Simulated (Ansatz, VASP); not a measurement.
## ZrC in VASP and in Ansatz

```
Zr C
1.0
     0.00000    2.35166    2.35166
     2.35166    0.00000    2.35166
     2.35166    2.35166    0.00000
Zr C
1 1
Direct
  0.00000 0.00000 0.00000
  0.50000 0.50000 0.50000
```

Alike in both runs: functional r2SCAN; dispersion rVV10; k mesh 16 × 16 × 16; occupations gaussian, width 0.1 eV; no spin polarisation.

Ansatz relaxed the structure, and its values are those at the end. VASP's run is a single point on that final structure, the one shown.

|  | VASP | Ansatz |
| --- | --- | --- |
| version | VASP 6.6.1 | Ansatz 0.2.0 |
| potentials or method | VASP PAW PBE potentials, release 64 (Zr_sv, C) | scalar-relativistic, plane waves, PAW |
| plane-wave cutoff (eV) | 520 | 500 |
| valence electrons in the cell | 16 | 16 |

```tsv
	VASP	Ansatz	Ansatz less VASP
gap on the k mesh at the Fermi level (eV)	none	none	-
pressure (GPa)	0.4	0.0	-0.38
```

A gap of «none» marks a metal or a gap that the smearing closes.

Caveats: the PAW data sets were made with another functional, which shifts forces and pressure a little (VASP).
